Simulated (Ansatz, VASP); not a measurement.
**HfO2 in VASP and in Ansatz**

```
CELL_PARAMETERS angstrom
5.15725 0.00000 -0.00195
0.00000 5.21647 0.00000
-0.88901 0.00000 5.26866
ATOMIC_POSITIONS crystal
Hf 0.27585 0.45744 0.70818
Hf 0.72415 0.95744 0.79182
Hf 0.72415 0.54256 0.29182
Hf 0.27585 0.04256 0.20818
O 0.44870 0.74243 0.97757
O 0.55130 0.24243 0.52243
O 0.55130 0.25757 0.02243
O 0.44870 0.75757 0.47757
O 0.06806 0.33058 0.34661
O 0.93194 0.83058 0.15339
O 0.93194 0.66942 0.65339
O 0.06806 0.16942 0.84661
```

The cell is a database's computed one.

Alike in both runs: task relaxation of cell and atoms; functional PBE; k mesh 4 × 4 × 4; occupations gaussian, width 0.02 eV; no spin polarisation.

|  | VASP | Ansatz |
| --- | --- | --- |
| version | VASP 6.6.1 | Ansatz 0.2.0 |
| potentials or method | VASP PAW PBE potentials, release 64 (Hf_pv, O) | scalar-relativistic, plane waves, PAW |
| plane-wave cutoff (eV) | 600 | 420 |
| valence electrons in the cell | 88 | 152 |

Ansatz gave:

```
gap on the k mesh at the Fermi level, each at its own relaxed structure (eV) : 4.04
relaxed volume (Å³/atom)                                                     : 11.83
relaxed cell length with the largest relative difference (Å)                 : 5.352
energy change over the relaxation (meV/atom)                                 : 0
```

Problem. Estimate VASP's values.

Solution. gap on the k mesh at the Fermi level, each at its own relaxed structure (eV): 4.03; relaxed volume (Å³/atom): 11.65; relaxed cell length with the largest relative difference (Å): 5.320; energy change over the relaxation (meV/atom): -2.

The two sets of potentials don't hold the same shells in valence.

Caveats: spin-orbit coupling is left out, which moves the levels of the heavy elements. A k mesh can miss the band edges. Expect the measured gap to be larger: semilocal functionals such as PBE lack the derivative discontinuity.
